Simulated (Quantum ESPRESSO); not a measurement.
## CdF2 under changes of volume

One of the cells (13.035 Å³/atom); the others are scaled copies at fixed shape and fractional positions:

```xyz
3
Lattice="0.0000 2.6940 2.6940 2.6940 0.0000 2.6940 2.6940 2.6940 0.0000" Properties=species:S:1:pos:R:3 pbc="T T T"
Cd    0.0000    0.0000    0.0000
F     4.0410    4.0410    4.0410
F     1.3470    1.3470    1.3470
```

| Item | Value |
| --- | --- |
| Program | Quantum ESPRESSO 7.5 |
| Functional | PBE |
| Potentials or basis | SSSP 1.3 efficiency PBE |
| Cutoff | 816 eV |
| Density cutoff | 6531 eV |
| k mesh | 9 × 9 × 9 |
| Occupations | fermi-dirac, width 0.05 eV |
| Spin | no spin polarisation |

```tsv
volume (Å³/atom)	energy over the lowest point (meV/atom)	pressure (GPa)	gap on the mesh (eV)
12.253	62.10	14.5	3.29
12.513	40.96	11.3	3.22
12.774	24.80	8.4	3.15
13.035	13.06	5.9	3.08
13.295	?	?	?
13.556	1.05	1.5	2.94
13.817	0.00	-0.3	2.87
```

**Question.** What does the run at 13.295 Å³/atom give?

**Answer.** Energy over the lowest point 5.28 meV/atom; pressure 3.6 GPa; gap on the mesh 3.01 eV.

Worked out: A Birch-Murnaghan fit of order 3 (a polynomial in V^(-2/3)) to the other rows has its minimum at 13.78 Å³/atom with B0 = V·E''(V) = 93 GPa and B' = 5.0. It gives 5.30 meV/atom at 13.295 Å³/atom, against the run's 5.28, and -dE/dV = 3.6 GPa, against 3.6. A straight line through the other rows of the gap, of slope -3.5 eV per unit of ln V, gives 3.01 eV, against the run's 3.01.

Energies are extrapolated to zero smearing.

Caveats: an odd mesh through Γ misses points on the zone boundary, where band edges often lie. Spin-orbit coupling on Cd is left out.
